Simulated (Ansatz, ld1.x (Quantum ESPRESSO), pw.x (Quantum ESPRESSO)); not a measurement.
## pw.x on diamond Rb: one setting changed

Potential: PAW, ld1.x (Quantum ESPRESSO) 7.5, PBE; core [Ar] 3d10, reference 4s2 4p6 4d0 5s0.5 5p0; waves: 4s (bound): rcut 1.90, rcutus 2.60 bohr; 5s (bound): rcut 1.90, rcutus 2.60 bohr; 4p (bound): rcut 3.40, rcutus 3.90 bohr; 5p (bound, empty): rcut 3.40, rcutus 3.90 bohr; 4d (bound, empty): rcut 3.10, rcutus 4.30 bohr; 4d channel at 0.75 Ry: rcut 3.10, rcutus 4.30 bohr; local part: all-electron potential smoothed inside 4.30 bohr (lloc = -1); core correction: Bessel-smoothed model core inside 2.70 bohr; augmentation: BESSEL, radius 2.05 bohr.

The reference run (k-mesh 8³, cutoffs 40/320 Ry, Fermi–Dirac 0.01 Ry, mixing_beta 0.4, conv_thr 1e-9, no spin) gives -0.01 GPa at 141.711 Å³/atom, where all-electron LAPW gives -0.00 GPa. This run, with its own iteration cap, changes mixing_mode to TF.

```
&control
  calculation='scf', prefix='x', pseudo_dir='./', outdir='./tmp', tstress=.true., disk_io='none'
/
&system
  ibrav=0, nat=2, ntyp=1, ecutwfc=40, ecutrho=320, nbnd=17,
  occupations='smearing', smearing='fd', degauss=0.01
/
&electrons
  conv_thr=1e-09, mixing_beta=0.4, electron_maxstep=60, mixing_mode='TF'
/
ATOMIC_SPECIES
Rb 1.0 Rb.UPF
CELL_PARAMETERS angstrom
  0.00000000 5.21356174 5.21356174
  5.21356174 0.00000000 5.21356174
  5.21356174 5.21356174 0.00000000
ATOMIC_POSITIONS crystal
Rb 0.0000 0.0000 0.0000
Rb 0.2500 0.2500 0.2500
K_POINTS automatic
8 8 8 0 0 0
```

```bash
pw.x < Rb.scf.in > Rb.scf.out
```

Question: How does the run end?

Answer: It converges in 38 iterations; the free energy moves by +0.0 meV/atom and the pressure by +0.00 GPa. The result is that of the reference run.

```
Message from routine setup:
     using ibrav=0 with symmetry is DISCOURAGED, use correct ibrav instead
     lattice parameter (alat)  =      13.9331  a.u.
     unit-cell volume          =    1912.6265 (a.u.)^3
     number of electrons       =        18.00
     number of Kohn-Sham states=           17
     kinetic-energy cutoff     =      40.0000  Ry
     charge density cutoff     =     320.0000  Ry
     scf convergence threshold =      1.0E-09
     Exchange-correlation= SLA  PW   PBX  PBC
     number of k points=    29  Fermi-Dirac smearing, width (Ry)=  0.0100
     iteration #  1     ecut=    40.00 Ry     beta= 0.40
     total energy              =    -479.97269480 Ry
     estimated scf accuracy    <       2.53462362 Ry
     iteration #  2     ecut=    40.00 Ry     beta= 0.40
     negative rho (up, down):  5.246E+00 0.000E+00
     total energy              =    -474.41980450 Ry
     estimated scf accuracy    <       2.71487204 Ry
     iteration #  3     ecut=    40.00 Ry     beta= 0.40
     negative rho (up, down):  9.639E-01 0.000E+00
     total energy              =    -475.48448959 Ry
     estimated scf accuracy    <      33.26252175 Ry
     [... 32 iterations left out ...]
     iteration # 36     ecut=    40.00 Ry     beta= 0.40
     total energy              =    -479.80753630 Ry
     estimated scf accuracy    <          9.8E-09 Ry
     iteration # 37     ecut=    40.00 Ry     beta= 0.40
     total energy              =    -479.80753630 Ry
     estimated scf accuracy    <          1.0E-09 Ry
     iteration # 38     ecut=    40.00 Ry     beta= 0.40
     the Fermi energy is     0.1640 ev
!    total energy              =    -479.80753630 Ry
     estimated scf accuracy    <          2.1E-11 Ry
     smearing contrib. (-TS)   =      -0.00779932 Ry
     convergence has been achieved in  38 iterations
          total   stress  (Ry/bohr**3)                   (kbar)     P=       -0.06
     Message from routine punch:
     Nothing written, as per user request (disk_io='none')
```

The run took about 4.7 min on one core of a shared host (Intel(R) Xeon(R) Platinum 8488C, 192 threads, 744 GiB, load 16).
